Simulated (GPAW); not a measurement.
A run of GPAW 26.7.0 is set up as follows.

Contents of run.py:

```python
from ase import Atoms
from ase.eos import EquationOfState
from ase.io import Trajectory
from ase.units import GPa
from gpaw import GPAW, PW, setup_paths

setup_paths.insert(0, '.')

atoms = Atoms(['Y', 'N'],
              cell=[[0.0, 2.4385, 2.4385],
                    [2.4385, 0.0, 2.4385],
                    [2.4385, 2.4385, 0.0]],
              scaled_positions=[[0.0, 0.0, 0.0],
                                [0.5, 0.5, 0.5]],
              pbc=True)

traj = Trajectory('eos.traj', 'w')
volumes, energies = [], []
for x in [0.94, 0.96, 0.98, 1.0, 1.02, 1.04, 1.06]:
    a = atoms.copy()
    a.set_cell(atoms.cell * x**(1 / 3), scale_atoms=True)
    calc = GPAW(mode=PW(800),
                xc='PBEsol',
                kpts={'size': (9, 9, 9), 'gamma': True},
                occupations={'name': 'fermi-dirac', 'width': 0.05},
                nbands=18,
                convergence={'density': 1e-05, 'energy': 1e-05},
                maxiter=150,
                txt=f'eos-{x:.2f}.txt')
    a.calc = calc
    energies.append(a.get_potential_energy(force_consistent=True))
    volumes.append(a.get_volume())
    p = -a.get_stress()[:3].mean() / GPa
    calc.write(f'eos-{x:.2f}.gpw')
    traj.write(a)
    print(f'{x:.2f} {volumes[-1]:10.4f} A^3 {energies[-1]:14.6f} eV {p:9.3f} GPa', flush=True)

v0, e0, B = EquationOfState(volumes, energies, eos='birchmurnaghan').fit()
print(f'V0 = {v0:.4f} A^3, E0 = {e0:.6f} eV, B0 = {B / GPa:.2f} GPa')
```

Potentials or basis: PAW data sets generated in the run's folder for this functional, pw.

Run with:

```sh
$ gpaw-setup -f PBEsol N Y
$ OMP_NUM_THREADS=1 python run.py
```

(1) What does it give for the bulk modulus?

(2) What does it give for the equilibrium volume?

(3) What does it give for the pressure derivative of the bulk modulus?

Answers

(1) 171 GPa.

(2) 14.26 Å³/atom.

(3) 4.1.
